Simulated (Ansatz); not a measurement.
Input of an Ansatz 0.2.0 run:

input.yaml

```yaml
crystal:
  lattice:
    - [0.0, 2.955, 2.955]
    - [2.955, 0.0, 2.955]
    - [2.955, 2.955, 0.0]
  atoms:
    - { symbol: Pt, position: [0.0, 0.0, 0.0] }
    - { symbol: Al, position: [0.75, 0.75, 0.75] }
    - { symbol: Al, position: [0.25, 0.25, 0.25] }
kpoints:
  mp_grid: { grid: [8, 8, 8] }
scf:
  occupations: { method: fermi_dirac, width: 0.05 }
hamiltonian:
  xc: pbesol
  pseudopotentials: { kind: all_electron, lapw: { basis_error: 0.002 } }
output:
  forces: true
  stress: true
relax:
  f_tol: 0.01
  max_steps: 60
  cell: { p_target: 5 }
```

Potentials or basis: all-electron LAPW, scalar-relativistic.

Command:

```console
$ ansatz run input.yaml --threads 2 --pin off --max-ram 8192MiB --backend cpu --events-out ev --progress --plain --runs-dir out
```

**Question.** What does it give for the relaxed volume?

**Answer.** 16.52 Å³/atom.

**Question.** Estimate the relaxed cell.

**Answer.** a = 4.123 Å, b = 4.123 Å, c = 4.123 Å, α = 60.00°, β = 60.00°, γ = 60.00°.

**Question.** Estimate the space group after relaxing (to 0.05 Å).

**Answer.** Fm-3m (No. 225).

Step by step:
| step | energy change (eV) | largest force (eV/Å) | volume (Å³) |
| --- | --- | --- | --- |
| 1 | 0.0000 | 0.0000 | 51.61 |
| 2 | 0.0578 | 0.0000 | 48.73 |
| 3 | 0.0229 | 0.0000 | 49.62 |
| 4 | 0.0246 | 0.0000 | 49.57 |
| 5 | 0.0246 | 0.0000 | 49.57 |

Spin-orbit coupling is left out, which matters for the levels of Pt.
